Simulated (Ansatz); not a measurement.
The system is Pb.

```
Pb
1.0
     0.00000    2.47502    2.47502
     2.47502    0.00000    2.47502
     2.47502    2.47502    0.00000
Pb
1
Cartesian
  0.0000 0.0000 0.0000
```

Below is the output of Ansatz 0.2.0 for this cell. Logs are shortened: lines on timing, memory, paths and dates and some standing lists are left out, and cuts for length are marked.

```text
Warning: RAYON_NUM_THREADS=1 ignored (pool sized by the plan → 1); use --threads N
LAPW: plane waves up to 6.362 Å⁻¹, error target 1.0e-3 eV per atom; small_component_spin mean_spin; Pb in spheres of 1.750 Å, 36 of its electrons in bands, Dirac shells [] (how accurate: hamiltonian.pseudopotentials.lapw.basis_error, Limitations)
Engine: ansatz 0.2.0, aarch64-unknown-linux-gnu
Pseudopotentials: kind: all_electron
Pseudopotential: Pb, LAPW, valence charge 36, lapw/all_electron/scalar/gaussian/Pb, Koelling and Harmon's equation, gaussian nucleus
Functional definition: PBE
  parameter kappa = 0.804
  parameter beta = 0.06672455060314922
  exchange = pbe_x(kappa = kappa, mu = beta*pi^2/3)
  correlation = pbe_c(beta = beta)
Crystal: 1 atoms, lattice volume = 30.323 Å³
Basis set: ecut = 154.21153860262535 eV, 137 PW (Γ), exchange–correlation at level 2
Bands: 22, of which v1, the nominal top of the filled ones, is band 18 counted from 1 (17 counted from 0)
Symmetry: 48 space group operations
Space group: Fm-3m (ITA 225), of the structure as read, at distance tolerance 3.1e-5 Å
k-points: 35 of 729
Non-local potential: Pb, projectors of the file, none
Initial density: superposition of atomic densities (chi_scale 0.1, normalization cell)
Initial wavefunctions: plane waves of lowest kinetic energy (no species holds an atomic orbital)
Functional: x = pbe(κ = 0.804, μ = 0.2195149727645171), c = pbe(β = 0.06672455060314922)
iter 1 solved again at ethr=6.48e-6 eV; its pass at ethr=1.00e-1 eV (dr2=2.33e-3 eV) is discarded
SCF iter   1: F=—  HF=-568066.614522 eV  |F-HF|=—  |Δ(HF+E_count)|=         —  Δρ=3.21e-3  dr2=2.35e-3  ethr=6.48e-6  ⟨swp⟩=3.8  Hψ=5177  notcnv=0
preconditioner: auto → LDOS  [insulator: Δε(μ)=0.227 eV  Ē_g=19.764 eV  σ=0.026 eV  W_gap=0.54  n_scr=14 (ndim 8)  ℏωp=25.2 eV  f_vac=0.033  D(μ)=1.42/eV (n_scr^D=14)  ε∞_Penn≈2.6  β→1.0]
SCF iter   2: F=—  HF=-568066.609688 eV  |F-HF|=—  |Δ(HF+E_count)|=   4.83e-3  Δρ=1.74e-3  dr2=5.17e-4  ethr=6.48e-6  ⟨swp⟩=3.0  Hψ=2486  notcnv=0
SCF iter   3: F=—  HF=-568066.603571 eV  |F-HF|=—  |Δ(HF+E_count)|=   6.12e-3  Δρ=1.00e-3  dr2=2.04e-4  ethr=1.44e-6  ⟨swp⟩=3.0  Hψ=2460  notcnv=0
SCF iter   4: F=—  HF=-568066.603295 eV  |F-HF|=—  |Δ(HF+E_count)|=   2.76e-4  Δρ=4.04e-4  dr2=3.18e-5  ethr=5.67e-7  ⟨swp⟩=2.0  Hψ=2271  notcnv=0
iter 5 solved again at ethr=7.58e-9 eV; its pass at ethr=8.84e-8 eV (dr2=2.73e-6 eV) is discarded
SCF iter   5: F=—  HF=-568066.603314 eV  |F-HF|=—  |Δ(HF+E_count)|=   1.84e-5  Δρ=1.25e-4  dr2=2.73e-6  ethr=7.58e-9  ⟨swp⟩=2.0  Hψ=3870  notcnv=0
SCF iter   6: F=-568066.603320 eV  HF=-568066.603320 eV  |F-HF|=1.79e-7  |Δ(HF+E_count)|=   5.87e-6  Δρ=2.22e-5  dr2=7.56e-8  ethr=7.58e-9  ⟨swp⟩=3.0  Hψ=2330  notcnv=0
SCF 1 converged in 6 iterations: F = -568066.603320 eV  dr2 = 7.56e-8
SCF converged after 6 iterations
Free energy (F): -568066.603320 eV
Harris-Foulkes:  -568066.603320 eV  (|F-HF|=1.79e-7)
Internal energy: -568066.602840 eV  (E = F + TS)
E sigma→0 (E₀):  -568066.603080 eV
Entropy (-TS):   -0.000480 eV (-0.480 meV/atom)
Fermi energy:    15.523920 eV
--- Per-component energies (eV) ---
  E_band       = -2196.140965
  E_kinetic    = 654971.658139
  E_xc         = -10580.678768
  E_electrostatic = -1212457.582211  (all electrons and nuclei)
  E_smearing   = -0.000480  (= −TS)
  E_closure    = 0.000000  (closes the sum)
  E_atoms      = -568063.043352  (free atoms, spherical and without spin; not in F)
  Σ components = -568066.603320   (vs F -568066.603320, Δ=0.00e0)
  Basis errors (estimates in eV, not in F): energy 2.1e-4 per atom: plane waves 2.0e-4 (1.0e-4 summed), levels above the bands 0.0e0, relativity 4.0e-8, radial functions 2.9e-6, core shells 1.0e-9; eigenvalues (radial functions only) 1.3e-5; not estimated: angular momenta, meshes, grids; target (lapw.basis_error) 1.0e-3; muffin-tin radii Pb 1.750 Å
--- Forces (eV/Å), atoms counted from 1 ---
  atom   1  Pb     0.00000000     0.00000000     0.00000000
  max |Σ_I F_I| component: 1.07e-31 eV/Å
--- Stress (GPa, compression-positive) ---
        2.257680       0.000000      -0.000000
        0.000000       2.257680       0.000000
       -0.000000       0.000000       2.257680
  P = ⅓ Tr σ = 2.2577 GPa (22.577 kbar)
--- Band table (eV; the first three rows and the last of 35) ---
  k-point 0: bands = ["-123.9843", "-113.0154", "-113.0154", "-113.0154", "-113.0152", "-113.0152", "-113.0152", "-113.0150", "-65.8180", "-65.8180", "-65.8180", "-1.4211", "-1.4211", "-1.4211", "-1.2809", "-1.2809", "3.9148", "23.0819", "23.0819", "23.0819", "25.4137", "27.0166"]
  k-point 1: bands = ["-123.9843", "-113.0154", "-113.0154", "-113.0154", "-113.0152", "-113.0152", "-113.0152", "-113.0150", "-65.8184", "-65.8181", "-65.8181", "-1.4217", "-1.4047", "-1.4047", "-1.2810", "-1.2810", "4.1528", "20.7139", "22.7993", "22.7993", "25.0259", "27.9812"]
  k-point 2: bands = ["-123.9842", "-113.0154", "-113.0154", "-113.0154", "-113.0152", "-113.0152", "-113.0152", "-113.0150", "-65.8193", "-65.8183", "-65.8183", "-1.4269", "-1.3852", "-1.3852", "-1.2584", "-1.2584", "4.8649", "17.2468", "22.1995", "22.1995", "24.6864", "27.5110"]
  k-point 34: bands = ["-123.9842", "-113.0154", "-113.0154", "-113.0154", "-113.0152", "-113.0152", "-113.0152", "-113.0150", "-65.8204", "-65.8200", "-65.8193", "-1.4132", "-1.3995", "-1.3185", "-1.2279", "-1.1233", "8.8638", "13.8459", "14.7921", "16.4439", "25.9523", "27.0253"]
```

**Question.** What input gives this log?

**Answer.** Single point with PBE, no spin polarisation. The files as run (others can give the same):

input.yaml
```yaml
crystal:
  lattice:
    - [0.0, 2.47502, 2.47502]
    - [2.47502, 0.0, 2.47502]
    - [2.47502, 2.47502, 0.0]
  atoms:
    - { symbol: Pb, position: [0.0, 0.0, 0.0] }
kpoints:
  mp_grid: { grid: [9, 9, 9] }
scf:
  occupations: { method: gaussian, width: 0.026 }
hamiltonian:
  xc: pbe
  pseudopotentials: { kind: all_electron, lapw: { basis_error: 0.001 } }
output:
  forces: true
  stress: true
  eigenvalues: true
```

Potentials or basis: all-electron LAPW, scalar-relativistic.
Command:
```console
$ ansatz run input.yaml --threads 1 --pin off --max-ram 3072MiB --backend cpu --events-out ev --progress --plain --runs-dir out
```
